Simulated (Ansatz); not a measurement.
## How much do the gradients of Al2O3 depend on the method?

Cell: a Materials Project structure (computed, not necessarily an observed phase), whose atoms a relaxation with PBE at fixed cell left in place.

Space group R-3c:H (No. 167); a = 4.8050, c = 13.1163 Å, γ = 120.00°.

```
site  Wyckoff  site symmetry       x       y       z
  Al      12c             3.  0.0000  0.0000  0.1479
   O      18e             .2  0.0272  0.6667  0.9167
```

One atom of each set is listed; the run and its k-mesh use a cell of 10 atoms with edges of 5.18, 5.18, 5.18 Å.

First run. The numbers come from a DFT calculation in Ansatz (PBE, plane waves and PAW, scalar-relativistic, 420 eV cutoff, Γ-centred 8×8×8 k-points, Fermi–Dirac smearing 0.02 eV).

```csv
site,V_zz (10²¹ V/m²),η
Al,0.54,0.00
O,-4.00,0.52
```

Second run. The same atoms and settings, except that the functional is LDA.

(1) What does the second run give?

Answers

(1) 

```tsv
site	V_zz	η	change of V_zz
Al	0.55	0.00	+0.01
O	-3.88	0.52	+0.12
```

The largest change of V_zz is on O, from -4.00 to -3.88. In per cent, |V_zz| changes by +2 on Al, -3 on O (all sites that start above 0.5).

For the second run: At this cell the LDA pressure is -12 GPa, so with LDA the cell would shrink if it were relaxed.
